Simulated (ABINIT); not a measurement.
# AgBr (Fm-3m): G0W0 with and without spin-orbit coupling

Is the spin-orbit change of the gap of AgBr (Fm-3m) the same in DFT and in GW?

Program: ABINIT 10.8.3. Level of theory: PBE and many-body steps on it, plane waves. Results are calculated unless marked as measured.

Most raw output is cut from this account.

The database entry behind the starting cell differs from later determinations by our own check (about 0.6 % short of the room-temperature cell), so it need not match the best structure at ambient conditions.

## 1. Set-up

It takes space group Fm-3m (No. 225, cubic). Conventional cell: a = 5.740 Å, b = 5.740 Å, c = 5.740 Å, α = 90.00°, β = 90.00°, γ = 90.00°. Nearest to Ag lie 6 Br at 2.87 Å. Nearest to Br lie 6 Ag at 2.87 Å. Farther neighbours and most contacts between anions are not listed.

The cell and positions come from the Crystallography Open Database and are kept as given unless a step says otherwise.

## 2. Empty states on the mesh, 4×4×4 mesh, 59 bands

This step: ABINIT 10.8.3; DFT, PBE, plane waves, norm-conserving pseudopotentials.

The sums over transitions need many empty states on a uniform mesh; this step solves for them.

run.abi

```
acell 3*1.0 Angstrom
rprim 
  -0.000000000000 2.870150000000 2.870150000000
  2.870150000000 0.000000000000 2.870150000000
  2.870150000000 2.870150000000 0.000000000000
ntypat 2
znucl 47 35
natom 2
typat 1 2
xred 
  0.000000000000 0.000000000000 0.000000000000
  0.500000000000 0.500000000000 0.500000000000
pp_dirpath "pseudos"
pseudos "Ag.upf, Br.upf"
ecut 37
ngkpt 4 4 4
nshiftk 1
shiftk 0 0 0
kptopt 1
chksymbreak 0
iscf -2
irdden 1
istwfk *1
nband 59
nbdbuf 4
tolwfr 1e-09
nstep 60
prtvol 0
indata_prefix "in"
outdata_prefix "out"
tmpdata_prefix "tmp"
```

Run with:

```bash
$ OMP_NUM_THREADS=1 mpirun -n 8 abinit run.abi > log
```

The job ended after 7.5 s (8 MPI ranks of Arm Neoverse V2, shared host; peak memory 0.52 GiB).

Numbers from this step:

| Quantity | Value |
| --- | --- |
| gap | 0.6721 eV |
| k of the valence top | 0.5, 0, 0 |
| k of the conduction bottom | 0, 0, 0 |
| least direct gap | 2.604 eV |
| k points computed | 8 |
| lowest point of the top converged band, above the valence top | 43.14 eV |

On this mesh the gap is 0.672 eV.

The density comes from a self-consistent run that is not shown.

## 3. Screening, 4×4×4 mesh, 55 bands, screening to 119.7 eV

The RPA dielectric matrix is built and inverted for each q.

This step: RPA screening on PBE, plane waves, norm-conserving pseudopotentials.

Changes to run.abi since step 2:

```diff
@@ -20,10 +20,11 @@
 chksymbreak 0
-iscf -2
-irdden 1
 istwfk *1
-nband 59
-nbdbuf 4
-tolwfr 1e-09
-nstep 60
-prtvol 0
+occopt 1
+irdwfk 1
+optdriver 3
+nband 55
+ecuteps 4.4
+inclvkb 0
+awtr 1
+symchi 1
 indata_prefix "in"
```

Run time: 5.5 s. Hardware: 8 MPI ranks; peak memory 1 GiB.

Numbers from this step:

* ε∞ with local fields, on this mesh, along the program's q direction: 6.797
* the same without local fields: 7.313
* plasma frequency: 27.53 eV
* plane waves in the screening matrix: 137

Local fields lower ε∞ by 7 %. On a Γ-centred mesh this coarse the value itself is usually too large, while a short band sum pulls it down.

## 4. Scalar-relativistic

The self-energy is evaluated for the states that the input lists, and the levels follow from it, in one-shot runs by the linearised quasiparticle equation.

This step: G0W0 on PBE, plane waves, norm-conserving pseudopotentials.

Changes to run.abi since step 3:

```diff
@@ -23,8 +23,17 @@
 irdwfk 1
-optdriver 3
+optdriver 4
 nband 55
+gwcalctyp 0
+ecutsigx 37
+symsigma 1
+nkptgw 2
+kptgw 
+  0.5000000000 0.0000000000 0.0000000000
+  0.0000000000 0.0000000000 0.0000000000
+bdgw 
+  12 15
+  11 17
 ecuteps 4.4
-inclvkb 0
-awtr 1
-symchi 1
+irdscr 1
+ppmodel 1
 indata_prefix "in"
```

Run time: 3.1 s. Hardware: 8 MPI ranks; peak memory 1.3 GiB.

This step gave:

```yaml
g0w0_gap_on_the_points_computed: 1.561 eV
starting_gap_on_the_mesh: 0.6721 eV
k_of_the_valence_top: 0.5, 0, 0
k_of_the_conduction_bottom: 0, 0, 0
z_at_the_valence_top: 0.8
z_at_the_conduction_bottom: 0.827
least_direct_g0w0_gap_on_the_computed_points: 3.661 eV
```

The gap on the mesh goes from 0.67 eV to 1.56 eV, a correction of +0.89 eV.

## 5. Empty states on the mesh, 4×4×4 mesh, 120 bands

This step: DFT, PBE with spin-orbit coupling, plane waves, norm-conserving pseudopotentials.

Changes to run.abi since step 4:

```diff
@@ -15,2 +15,3 @@
 ecut 37
+nspinor 2
 ngkpt 4 4 4
@@ -20,20 +21,10 @@
 chksymbreak 0
+iscf -2
+irdden 1
 istwfk *1
-occopt 1
-irdwfk 1
-optdriver 4
-nband 55
-gwcalctyp 0
-ecutsigx 37
-symsigma 1
-nkptgw 2
-kptgw 
-  0.5000000000 0.0000000000 0.0000000000
-  0.0000000000 0.0000000000 0.0000000000
-bdgw 
-  12 15
-  11 17
-ecuteps 4.4
-irdscr 1
-ppmodel 1
+nband 120
+nbdbuf 10
+tolwfr 1e-09
+nstep 60
+prtvol 0
 indata_prefix "in"
```

Wall time 33 s (8 MPI ranks); peak memory 0.69 GiB.

This step gave:

```yaml
gap: 0.5878 eV
k_of_the_valence_top: 0.5, 0, 0
k_of_the_conduction_bottom: 0, 0, 0
least_direct_gap: 2.426 eV
k_points_computed: 8
lowest_point_of_the_top_converged_band_above_the_valence_top: 43.23 eV
```

On this mesh the gap is 0.588 eV.

The density comes from a self-consistent run that is not shown, made with spin-orbit coupling and fully relativistic files.

## 6. Screening, 4×4×4 mesh, 110 bands, screening to 119.7 eV

This step: RPA screening on PBE with spin-orbit coupling, plane waves, norm-conserving pseudopotentials.

Changes to run.abi since step 5:

```diff
@@ -21,10 +21,11 @@
 chksymbreak 0
-iscf -2
-irdden 1
 istwfk *1
-nband 120
-nbdbuf 10
-tolwfr 1e-09
-nstep 60
-prtvol 0
+occopt 1
+irdwfk 1
+optdriver 3
+nband 110
+ecuteps 4.4
+inclvkb 0
+awtr 1
+symchi 1
 indata_prefix "in"
```

Wall time 40 s (8 MPI ranks); peak memory 2.2 GiB; 5.3 min of CPU time.

Numbers from this step:

- ε∞ with local fields, on this mesh, along the program's q direction: 6.856
- the same without local fields: 7.372
- plasma frequency: 27.53 eV
- plane waves in the screening matrix: 137

## 7. With spin-orbit coupling

This step: G0W0 on PBE with spin-orbit coupling, plane waves, norm-conserving pseudopotentials.

Changes to run.abi since step 6:

```diff
@@ -24,8 +24,17 @@
 irdwfk 1
-optdriver 3
+optdriver 4
 nband 110
+gwcalctyp 0
+ecutsigx 37
+symsigma 0
+nkptgw 2
+kptgw 
+  0.5000000000 0.0000000000 0.0000000000
+  0.0000000000 0.0000000000 0.0000000000
+bdgw 
+  23 30
+  23 32
 ecuteps 4.4
-inclvkb 0
-awtr 1
-symchi 1
+irdscr 1
+ppmodel 1
 indata_prefix "in"
```

Wall time 49 s (8 MPI ranks); peak memory 2.4 GiB; 6.5 min of CPU time.

Numbers from this step:

```
G0W0 gap on the points computed              : 1.473 eV
starting gap on the mesh                     : 0.5878 eV
k of the valence top                         : 0.5, 0, 0
k of the conduction bottom                   : 0, 0, 0
Z at the valence top                         : 0.8
Z at the conduction bottom                   : 0.827
least direct G0W0 gap on the computed points : 3.48 eV
```

Against G0W0 in ABINIT (4×4×4 mesh, 55 bands, screening to 119.7 eV, Godby-Needs plasmon pole), the gap moves by −0.088 eV.

## 8. The runs together

Times are wall times on 8 MPI ranks of Arm Neoverse V2, shared host, good to a factor of about two. A run's time includes the screening step that it read.

```csv
run,mesh,bands,screening cutoff (eV),DFT gap (eV),gap on the mesh (eV),direct (eV),ε∞ used,time
scalar-relativistic,4×4×4,55,119.7,0.672,1.561,3.661,6.80,8.6 s
with spin-orbit coupling,4×4×4,110,119.7,0.588,1.473,3.480,6.86,89 s
```

## 9. What came out

```json
{
 "scalar-relativistic": "1.561 eV",
 "with spin-orbit coupling": "1.473 eV",
 "known limits": "not at the basis limit; screening head approximate; d shell near the gap, gap tends to lie low; no spin-orbit coupling in some runs; coarse k mesh"
}
```

With spin-orbit coupling: −0.088 eV against scalar-relativistic, −0.084 eV of it in the start. Bands and cutoff are finite, so the gap is not at the basis limit. The miss can reach some tenths of an eV and take either sign; the mesh is an error of its own. In the G0W0 runs levels were corrected at 2 k points alone, so a gap called «on the mesh» is the least over those, and an edge elsewhere would be missed. The 4×4×4 mesh is coarse for this cell, which bears on the long-range parts of exchange and screening. The long-wavelength limit of the screening leaves out the non-local commutator, which shifts ε∞. A d shell, filled or nearly so, lies near the gap. One-shot GW converges very slowly in bands there, not always from below, and on a semilocal start the gap tends to come out low; starts rich in exact exchange can overshoot instead.

[Paths, hosts, dates, memory and timing lines, banners, echoed tables and standing remarks are left out of the program output.]

[Logs are printed without paths, hosts, clocks, repeated set-up lines and the standing remarks that a program may print on its own settings, such as how far it seeks lower states.]

[Runs of the session that timed out or met a known fault of the program may be left out.]

[Hosts, paths, dates, database ids (printed as entryN), source tags and the programs' standing remarks are cut or masked in the printed files.]

[G0W0 gaps are taken among the corrected bands and points alone; a level outside them can change the order at an edge.]

[Where Ansatz stands beside ABINIT at settings called matched, ABINIT's density can come from a denser mesh and the files from another edition; pairs whose starting gaps differed by over 0.03 eV were left out, so agreement reads better than it is.]
